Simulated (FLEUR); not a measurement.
LiH: equation of state with PBEsol

LiH:

```
CELL_PARAMETERS angstrom
0.00000 2.03675 2.03675
2.03675 0.00000 2.03675
2.03675 2.03675 0.00000
ATOMIC_POSITIONS crystal
Li 0.00000 0.00000 0.00000
H 0.50000 0.50000 0.50000
```

```yaml
Program: FLEUR MaX-R8.1 (later development tree)
Task: equation of state
Functional: PBEsol
Potentials_or_basis: all-electron
Basis: FLAPW
Kmax: 4.1 1/bohr
k_mesh: 11 × 11 × 11
Occupations: fermi-dirac, width 0.05 eV
Spin: no spin polarisation
```

```yaml
Equilibrium_volume: "7.87 Å³/atom (rough: see the caveat)"
Bulk_modulus: 37 GPa (rough)
```

Energy against volume, from the lowest point:
| volume (Å³/atom) | energy (meV/atom) |
| --- | --- |
| 7.942 | 0.00 |
| 8.111 | 0.73 |
| 8.280 | 2.20 |
| 8.449 | 4.34 |
| 8.618 | 7.10 |
| 8.787 | 10.41 |
| 8.956 | 14.25 |

Caveat: the minimum lies outside the volumes run.
